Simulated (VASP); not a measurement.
Crystal: TiO.

```
CELL_PARAMETERS angstrom
4.98909 0.00000 0.00000
-2.49454 4.32068 0.00000
0.00000 0.00000 2.87331
ATOMIC_POSITIONS crystal
Ti 0.00000 0.00000 0.00000
Ti 0.33333 0.66667 0.50000
Ti 0.66667 0.33333 0.50000
O 0.00000 0.39444 0.00000
O 0.39444 0.00000 0.00000
O 0.60556 0.60556 0.00000
```

The cell comes from a database or a generator and needn't be the stable form of this composition.

| Quantity | Value |
| --- | --- |
| Program | VASP 6.6.1 |
| Task | relaxation of cell and atoms |
| Functional | AM05 |
| Dispersion | D4 |
| Potentials or basis | VASP PAW PBE potentials, release 64 (Ti_sv, O) |
| Cutoff | 700 eV |
| k mesh | 6 × 6 × 9 |
| Occupations | tetrahedron |
| Spin | no spin polarisation |

At the start: pressure -7.8 GPa; volume 10.32 Å³/atom.

**Question.** Where does the relaxation end?

**Answer.** Over 8 steps the energy falls by 8.9 meV/atom and the volume is 9.97 Å³/atom (-3.4 %); space group P-62m (No. 189, to 0.05 Å).

Step by step:
```
step  energy change (eV)  largest force (eV/Å)  pressure (GPa)  volume (Å³)
   1              0.0000                0.0233           -7.76        61.94
   2              0.0191                0.2176           10.40        57.56
   3             -0.0525                0.0849           -0.03        59.86
   4             -0.0525                0.0872            0.13        59.82
   5             -0.0534                0.0157            0.12        59.80
   6             -0.0534                0.0099            0.12        59.80
   7             -0.0534                0.0019           -0.13        59.86
   8             -0.0534                0.0048           -0.04        59.84
```

Final structure:
```xyz
6
Lattice="4.9397 0.0000 0.0000 -2.4698 4.2779 0.0000 0.0000 0.0000 2.8317" Properties=species:S:1:pos:R:3 pbc="T T T"
Ti    0.0000    0.0000    0.0000
Ti    0.0000    2.8519    1.4158
Ti    2.4698    1.4260    1.4158
O    -0.9761    1.6907    2.8317
O     1.9522    0.0000    2.8317
O     1.4937    2.5872    0.0000
```

Caveat: the PAW data sets were made with another functional, which shifts forces and pressure a little; pairwise dispersion overbinds metals, which lowers pressure and volume; tetrahedron occupations give inexact forces and stress in metals.
